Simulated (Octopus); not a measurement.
# CdTe (F-43m) in Octopus: equation of state

How stiff is CdTe in PBEsol, and what volume does it want? The cell is scaled to several volumes.

Everything below comes from runs of Octopus 16.4. Logs are shortened: lines on timing, memory, paths and dates and some standing lists are left out, and cuts for length are marked.

## Step 1: Starting point

It takes space group F-43m (No. 216, cubic). The conventional cell has a = 6.410 Å, b = 6.410 Å, c = 6.410 Å, α = 90.00°, β = 90.00°, γ = 90.00°. Around Te (site symmetry -43m) lie 4 Cd at 2.78 Å. Cd (site symmetry -43m) has 4 Te at 2.78 Å as nearest neighbours.

## Step 2: Equation of state, PBEsol, 32.92 Å³/atom

The input, inp:

```
CalculationMode = gs
UnitsOutput = eV_Angstrom
PeriodicDimensions = 3
ExperimentalFeatures = yes
PseudopotentialSet = pseudodojo_pbesol
%LatticeParameters
 1*angstrom | 1*angstrom | 1*angstrom
%
%LatticeVectors
 0 | 3.205 | 3.205
 3.205 | 0 | 3.205
 3.205 | 3.205 | 0
%
%ReducedCoordinates
 "Te" | 0.75 | 0.75 | 0.75
 "Cd" | 0 | 0 | 0
%
%Spacing
 0.11927775*angstrom | 0.11927775*angstrom | 0.11927775*angstrom
%
DerivativesOrder = 8
%KPointsGrid
 7 | 7 | 7
%
KPointsUseSymmetries = yes
XCFunctional = gga_x_pbe_sol + gga_c_pbe_sol
SmearingFunction = fermi_dirac
Smearing = 0.05*eV
ExtraStates = 6
Eigensolver = chebyshev_filter
ConvRelDens = 3e-7
MaximumIter = 120
%Output
 density | cube
 elf | cube
 potential | cube
%
```

Potentials or basis: pseudodojo_pbesol (PseudoDojo 0.4, PBEsol).

Started as:

```bash
> OMP_NUM_THREADS=1 octopus > out.log
```

out.log:

```text
Running octopus

[... 13 lines left out ...]

Input: [AllElectronType = no]
Input: [PseudopotentialSet = pseudodojo_pbesol]
Reading Coordinates from ReducedCoordinates block

****************************** Species *******************************
  Species 'Te'
    type             : pseudopotential
    file             : 'Te.upf'
    file format      : UPF2
    valence charge   : 16.0
    atomic number    :  52
    form on file     : kleinman-bylander
    lmax             : 2
    llocal           : -1
    projectors per l : 2
    total projectors : 6
    application form : kleinman-bylander
    orbitals         :  9
    bound orbitals   :  9

  Species 'Cd'
    type             : pseudopotential
    file             : 'Cd.upf'
    file format      : UPF2
    valence charge   : 20.0
    atomic number    :  48
    form on file     : kleinman-bylander
    lmax             : 2
    llocal           : -1
    projectors per l : 2
    total projectors : 6
    application form : kleinman-bylander
    orbitals         : 10
    bound orbitals   : 10

**********************************************************************

***************************** Symmetries *****************************
Space group No.  216
International: F-43m
Schoenflies: Td^2
Info: The system has    24 symmorphic symmetries that can be used.
  Index                Rotation matrix                      Fractional translations
    1 :     1   0   0     0   1   0     0   0   1      0.000000    0.000000    0.000000
    2 :     0   0  -1     1   0  -1     0   1  -1      0.000000    0.000000    0.000000
    3 :     0  -1   1     0  -1   0     1  -1   0      0.000000    0.000000    0.000000
    4 :    -1   1   0    -1   0   1    -1   0   0      0.000000    0.000000    0.000000
    5 :    -1   0   0    -1   0   1    -1   1   0      0.000000    0.000000    0.000000
    6 :     1  -1   0     0  -1   0     0  -1   1      0.000000    0.000000    0.000000
[... 16 lines left out ...]
   23 :     1   0  -1     0   0  -1     0   1  -1      0.000000    0.000000    0.000000
   24 :     0  -1   1     1  -1   0     0  -1   0      0.000000    0.000000    0.000000
Info: The system also has     0 nonsymmorphic symmetries (not used for electrons).
**********************************************************************

Input: [CurvMethod = curv_affine]
Input: [DerivativesStencil = stencil_stargeneral]

****************************** Lattice *******************************
  Lattice Vectors [A]
    0.000000    3.205000    3.205000
    3.205000    0.000000    3.205000
    3.205000    3.205000    0.000000
  Cell volume =            65.8437 [A^3]
  Reciprocal-Lattice Vectors [A^-1]
   -0.980216    0.980216    0.980216
    0.980216   -0.980216    0.980216
    0.980216    0.980216   -0.980216
  Cell angles [degree]
    alpha =   60.000
    beta  =   60.000
    gamma =   60.000
**********************************************************************

Checking if the generated full k-point grid is symmetric

    20 k-points generated from parameters :
 ---------------------------------------------------
    n =    7    7    7

    s1  =  0.50  0.50  0.50

   index |      weight  |             coordinates              |
       1 |     0.002915 |    0.000000    0.000000    0.000000  |
       2 |     0.023324 |    0.142857    0.000000    0.000000  |
       3 |     0.017493 |    0.142857    0.142857    0.000000  |
       4 |     0.034985 |   -0.142857    0.142857    0.000000  |
       5 |     0.069971 |   -0.142857    0.142857    0.142857  |
       6 |     0.023324 |    0.285714    0.000000    0.000000  |
[... 12 lines left out ...]
      19 |     0.017493 |    0.428571    0.428571    0.000000  |
      20 |     0.034985 |   -0.428571    0.428571    0.000000  |

Input: [SmearingFunction = fermi_dirac]
Input: [SymmetrizeDensity = yes]

******************************* States *******************************
Total electronic charge  =       36.000
Number of states         =       24
States block-size        =        4
**********************************************************************
[... 5 lines left out ...]
Simulation Box:
  Type = parallelepiped
  Lengths [A] = (   4.533,   4.533,   4.533)
Main mesh:
  Spacing [A] = ( 0.119, 0.119, 0.119)    volume/point [A^3] =      0.00120
  # inner mesh =      54872
  # total mesh =     139752
  Grid Cutoff [eV] =  2643.040211    Grid Cutoff [Ry] =   194.259890
**********************************************************************

Input: [StatesPack = yes]
Input: [StatesOrthogonalization = cholesky_serial]

**************************** Theory Level ****************************
Input: [TheoryLevel = kohn_sham]

Exchange-correlation:
  Exchange
    Perdew, Burke & Ernzerhof SOL (GGA)
    [1] J. P. Perdew, A. Ruzsinszky, G. I. Csonka, O. A. Vydrov, G. E. Scuseria, L. A. Constantin, X. Zhou, and K. Burke.,  Phys. Rev. Lett. 100, 136406 (2008)
  Correlation
    Perdew, Burke & Ernzerhof SOL (GGA)
    [1] J. P. Perdew, A. Ruzsinszky, G. I. Csonka, O. A. Vydrov, G. E. Scuseria, L. A. Constantin, X. Zhou, and K. Burke.,  Phys. Rev. Lett. 100, 136406 (2008)

**********************************************************************
[... 5 lines left out ...]
**********************************************************************

Info: FFT grid dimensions       = 38 x 38 x 38
      Total grid size           = 54872 (      0.4 MiB )
      Inefficient FFT grid. A better grid would be: 40 40 40
Input: [FilterPotentials = filter_TS]
Info: Pseudopotential for Te
  Radii for localized parts:
    local part     =  1.2 A
    non-local part =  1.5 A
    orbitals       =  5.1 A

Info: Pseudopotential for Cd
  Radii for localized parts:
    local part     =  1.3 A
    non-local part =  1.1 A
    orbitals       =  5.4 A

Input: [RelativisticCorrection = non_relativistic]
[... 13 lines left out ...]
      Block       4 contains       4 states:      13 -      16
      Block       5 contains       4 states:      17 -      20
      Block       6 contains       4 states:      21 -      24
Info: Ground-state allocation done.
Info: Could not find 'restart/gs' directory for restart.
[... 18 lines left out ...]
** Warning:
**   Cannot do LCAO for all states because there are not enough atomic orbitals.
**   Required: 24. Available: 19. 5 orbitals will be randomized.

Info: Unnormalized total charge =     36.007048
Info: Renormalized total charge =     36.000000
Info: Setting up Hamiltonian.
Info: Performing initial LCAO calculation with     19 orbitals.
Info: Getting Hamiltonian matrix elements.

Eigenvalues [eV]
 #st  Spin   Eigenvalue      Occupation
#k =       1, k = (  0.000000,  0.000000,  0.000000)
   1   --   -98.401545       2.000000
   2   --   -59.513808       2.000000
   3   --   -59.513808       2.000000
   4   --   -59.513645       2.000000
   5   --   -34.150191       2.000000
   6   --   -34.150191       2.000000
[... 11 lines left out ...]
  18   --     2.420167       2.000000
  19   --     3.747555       2.000000
#k =       2, k = (  0.142857,  0.000000,  0.000000)
   1   --   -98.346114       2.000000
   2   --   -59.497027       2.000000
   3   --   -59.496883       2.000000
   4   --   -59.388673       2.000000
   5   --   -33.793104       2.000000
   6   --   -33.792933       2.000000
[... 11 lines left out ...]
  18   --     2.675996       2.000000
  19   --     5.016608       2.000000
[... 18 further k-points ...]
Fermi energy =     7.254399 eV
Generating random wavefunctions for states       20 and above
Orthogonalizing wavefunctions.
Info: Ground-state restart information will be written to 'restart/gs'.
Info: SCF using complex wavefunctions.
Info: Starting SCF iteration.

** Warning:
**   Symmetrization discrepancy ratio (scalar) =  8.64414E-03

*********************** SCF CYCLE ITER #    1 ************************
 etot  = -7.59357683E+03 abs_ev   =  1.29E+02 rel_ev   =  1.34E-01
 ediff =        2.79E+02 abs_dens =  1.05E+00 rel_dens =  2.91E-02
Matrix vector products: 500
Converged eigenvectors: 1

#  State  KPoint  Eigenvalue [eV]  Occupation    Error
      1       1      -98.403155    2.000000   ( 1.9E-08)
      1       2      -98.403154    2.000000   ( 1.7E-06)
      1       3      -98.403154    2.000000   ( 7.6E-07)
      1       4      -98.403154    2.000000   ( 2.8E-06)
      1       5      -98.403154    2.000000   ( 3.9E-06)
      1       6      -98.403154    2.000000   ( 3.7E-06)
      1      10      -98.403153    2.000000   ( 3.3E-06)
      1       7      -98.403153    2.000000   ( 1.9E-06)

  [output of 343 eigenvalues skipped: maximum error = 3.9E-02]
[... 21 lines left out ...]
     24      13       14.596719    0.000000   ( 1.4E-01)
     24      10       14.836964    0.000000   ( 1.0E-01)
     24      18       14.925212    0.000000   ( 1.1E-01)
     24      20       14.952500    0.000000   ( 1.5E-01)
     24      19       15.376496    0.000000   ( 1.1E-01)
     24      17       15.559660    0.000000   ( 1.2E-01)
     24       5       15.646684    0.000000   ( 1.4E-01)
     24      14       16.005663    0.000000   ( 1.5E-01)

Density of states:

---------------------------------------%------------------------------
---------------------------------------%------------------------------
---------------------------------------%------------------------------
---------------------------------------%------------------------------
-----------------------%---------------%-----------------%------------
-----------------------%---------------%-----------------%------------
-----------------------%---------------%----------------%%------------
-----------------------%---------------%----------------%%--%---------
%----------------------%---------------%--------------%-%%-%%--%%%%%--
%----------------------%---------------%--------------%-%%%%%--%%%%%%-
                                                             ^

Fermi energy =     2.875771 eV

**********************************************************************

** Warning:
**   Symmetrization discrepancy ratio (scalar) =  8.15361E-03

*********************** SCF CYCLE ITER #    2 ************************
 etot  = -7.61247613E+03 abs_ev   =  7.06E+00 rel_ev   =  7.31E-03
 ediff =        6.95E-01 abs_dens =  3.25E-01 rel_dens =  9.03E-03
Matrix vector products: 500
Converged eigenvectors: 0

[... levels of this cycle ...]

Fermi energy =     2.958395 eV
[... 159 lines left out ...]
*********************** SCF CYCLE ITER #   16 ************************
 etot  = -7.61688344E+03 abs_ev   =  3.47E-05 rel_ev   =  3.59E-08
 ediff =        2.86E-05 abs_dens =  1.01E-05 rel_dens =  2.81E-07
Matrix vector products: 500
Converged eigenvectors: 20

#  State  KPoint  Eigenvalue [eV]  Occupation    Error
      1       1      -99.537097    2.000000   ( 1.7E-08)
      1       2      -99.537097    2.000000   ( 2.1E-08)
      1       3      -99.537097    2.000000   ( 2.0E-08)
      1       4      -99.537097    2.000000   ( 2.2E-08)
      1       5      -99.537096    2.000000   ( 2.2E-08)
      1       6      -99.537096    2.000000   ( 1.4E-08)
      1      10      -99.537096    2.000000   ( 1.7E-08)
      1       7      -99.537096    2.000000   ( 1.3E-08)

  [output of 343 eigenvalues skipped: maximum error = 2.4E-06]
[... 21 lines left out ...]
     24      13       12.690657    0.000000   ( 9.5E-03)
     24      17       12.872463    0.000000   ( 9.3E-03)
     24       9       13.133593    0.000000   ( 1.5E-02)
     24      20       13.228561    0.000000   ( 7.4E-03)
     24      10       13.329600    0.000000   ( 2.4E-02)
     24      19       13.453586    0.000000   ( 6.8E-03)
     24      18       13.580791    0.000000   ( 1.4E-02)
     24      14       13.684658    0.000000   ( 1.9E-02)

Density of states:

----------------------------------------%-----------------------------
----------------------------------------%----------------%------------
----------------------------------------%----------------%------------
----------------------------------------%----------------%------------
------------------------%---------------%----------------%------------
------------------------%---------------%----------------%------------
------------------------%---------------%----------------%------------
------------------------%---------------%----------------%---%----%---
%-----------------------%---------------%---------------%%--%%--%%%%%-
%-----------------------%---------------%---------------%%%-%%%-%%%%%%
                                                              ^

Fermi energy =     2.984165 eV

**********************************************************************

Info: SCF converged in   16 iterations

** Warning:
**   Some of the states are not fully converged!

Info: Number of matrix-vector products:       8000
Info: Writing output to static/

Info: Finished writing information to 'restart/gs'.

Octopus emitted 20 warnings.
```

Wall time 8.5 min (1 thread of Arm Neoverse V2, shared host); peak memory 1.2 GiB.

What came out:

```yaml
Free_energy: -7616.8844 eV
Band_gap_on_the_k_mesh: 0.76 eV, direct
```

Caveat: spin-orbit coupling is left out, which moves the levels of the heavy elements.

## Step 3: Equation of state, PBEsol, 32.26 Å³/atom (volume scaled by 0.98)

Changes to inp since step 2:

```diff
@@ -9,5 +9,5 @@
 %LatticeVectors
- 0 | 3.205 | 3.205
- 3.205 | 0 | 3.205
- 3.205 | 3.205 | 0
+ 0 | 3.1834892848 | 3.1834892848
+ 3.1834892848 | 0 | 3.1834892848
+ 3.1834892848 | 3.1834892848 | 0
 %
@@ -18,3 +18,3 @@
 %Spacing
- 0.11927775*angstrom | 0.11927775*angstrom | 0.11927775*angstrom
+ 0.11847720*angstrom | 0.11847720*angstrom | 0.11847720*angstrom
 %
@@ -32,6 +32 @@
 MaximumIter = 120
-%Output
- density | cube
- elf | cube
- potential | cube
-%
```

Potentials or basis: pseudodojo_pbesol (PseudoDojo 0.4, PBEsol).

Started as:

```bash
> OMP_NUM_THREADS=1 octopus > out.log
```

It took 8.6 min on 1 thread of Arm Neoverse V2, shared host; peak memory 1.2 GiB.

Results (log left out):

* Free energy: -7616.8741 eV
* Band gap on the k mesh: 0.82 eV, direct

Caveat: spin-orbit coupling is left out, which moves the levels of the heavy elements.

## Step 4: Equation of state, PBEsol, 33.58 Å³/atom (volume scaled by 1.02)

Changes to inp since step 3:

```diff
@@ -9,5 +9,5 @@
 %LatticeVectors
- 0 | 3.1834892848 | 3.1834892848
- 3.1834892848 | 0 | 3.1834892848
- 3.1834892848 | 3.1834892848 | 0
+ 0 | 3.2262257841 | 3.2262257841
+ 3.2262257841 | 0 | 3.2262257841
+ 3.2262257841 | 3.2262257841 | 0
 %
@@ -18,3 +18,3 @@
 %Spacing
- 0.11847720*angstrom | 0.11847720*angstrom | 0.11847720*angstrom
+ 0.12006769*angstrom | 0.12006769*angstrom | 0.12006769*angstrom
 %
```

Started as:

```bash
> OMP_NUM_THREADS=1 octopus > out.log
```

Wall time 8.4 min (1 thread of Arm Neoverse V2, shared host); peak memory 1.2 GiB.

The run converged. Its results:

| Item | Value |
| --- | --- |
| Free energy | -7616.8866 eV |
| Band gap on the k mesh | 0.70 eV, direct |

Caveat: spin-orbit coupling is left out, which moves the levels of the heavy elements.

## Step 5: Equation of state, PBEsol, 31.60 Å³/atom (volume scaled by 0.96)

Changes to inp since step 4:

```diff
@@ -9,5 +9,5 @@
 %LatticeVectors
- 0 | 3.2262257841 | 3.2262257841
- 3.2262257841 | 0 | 3.2262257841
- 3.2262257841 | 3.2262257841 | 0
+ 0 | 3.1616838793 | 3.1616838793
+ 3.1616838793 | 0 | 3.1616838793
+ 3.1616838793 | 3.1616838793 | 0
 %
@@ -18,3 +18,3 @@
 %Spacing
- 0.12006769*angstrom | 0.12006769*angstrom | 0.12006769*angstrom
+ 0.11766569*angstrom | 0.11766569*angstrom | 0.11766569*angstrom
 %
```

Started as:

```bash
> OMP_NUM_THREADS=1 octopus > out.log
```

It took 8.4 min on 1 thread of Arm Neoverse V2, shared host; peak memory 1.2 GiB.

It converged, with:

- Free energy: -7616.8519 eV
- Band gap on the k mesh: 0.88 eV, direct

Caveat: spin-orbit coupling is left out, which moves the levels of the heavy elements.

## Step 6: Equation of state, PBEsol, 34.24 Å³/atom (volume scaled by 1.04)

Changes to inp since step 5:

```diff
@@ -9,5 +9,5 @@
 %LatticeVectors
- 0 | 3.1616838793 | 3.1616838793
- 3.1616838793 | 0 | 3.1616838793
- 3.1616838793 | 3.1616838793 | 0
+ 0 | 3.2471758892 | 3.2471758892
+ 3.2471758892 | 0 | 3.2471758892
+ 3.2471758892 | 3.2471758892 | 0
 %
@@ -18,3 +18,3 @@
 %Spacing
- 0.11766569*angstrom | 0.11766569*angstrom | 0.11766569*angstrom
+ 0.12084737*angstrom | 0.12084737*angstrom | 0.12084737*angstrom
 %
```

Potentials or basis: pseudodojo_pbesol (PseudoDojo 0.4, PBEsol).

Started as:

```bash
> OMP_NUM_THREADS=1 octopus > out.log
```

Wall time 8.1 min (1 thread of Arm Neoverse V2, shared host); peak memory 1.2 GiB.

It converged, with:

| Quantity | Value |
| --- | --- |
| Free energy | -7616.8819 eV |
| Band gap on the k mesh | 0.64 eV, direct |

Caveat: spin-orbit coupling is left out, which moves the levels of the heavy elements.

## Step 7: Equation of state, PBEsol, 30.95 Å³/atom (volume scaled by 0.94)

Changes to inp since step 6:

```diff
@@ -9,5 +9,5 @@
 %LatticeVectors
- 0 | 3.2471758892 | 3.2471758892
- 3.2471758892 | 0 | 3.2471758892
- 3.2471758892 | 3.2471758892 | 0
+ 0 | 3.1395734784 | 3.1395734784
+ 3.1395734784 | 0 | 3.1395734784
+ 3.1395734784 | 3.1395734784 | 0
 %
@@ -18,3 +18,3 @@
 %Spacing
- 0.12084737*angstrom | 0.12084737*angstrom | 0.12084737*angstrom
+ 0.11684283*angstrom | 0.11684283*angstrom | 0.11684283*angstrom
 %
```

Started as:

```bash
> OMP_NUM_THREADS=1 octopus > out.log
```

It took 8.3 min on 1 thread of Arm Neoverse V2, shared host; peak memory 1.2 GiB.

The run converged. Its results:

| Property | Result |
| --- | --- |
| Free energy | -7616.8181 eV |
| Band gap on the k mesh | 0.94 eV, direct |

Caveat: spin-orbit coupling is left out, which moves the levels of the heavy elements.

## Step 8: Equation of state, PBEsol

Potentials or basis: pseudodojo_pbesol (PseudoDojo 0.4, PBEsol).

No new run: the results of the series are fitted here.

What came out:

```yaml
Equilibrium_volume: "33.43 Å³/atom (rough: see the caveat)"
Bulk_modulus: 46 GPa (rough)
```

Energy against volume, from the lowest point:
| volume (Å³/atom) | energy (meV/atom) |
| --- | --- |
| 30.947 | 34.29 |
| 31.605 | 17.37 |
| 32.263 | 6.26 |
| 32.922 | 1.14 |
| 33.580 | 0.00 |
| 34.239 | 2.39 |

Caveat: the fit is doubtful: noisy points or a state that changes with volume; the number of grid points is fixed, so the spacing changes with the cell, which shifts volumes and moduli.
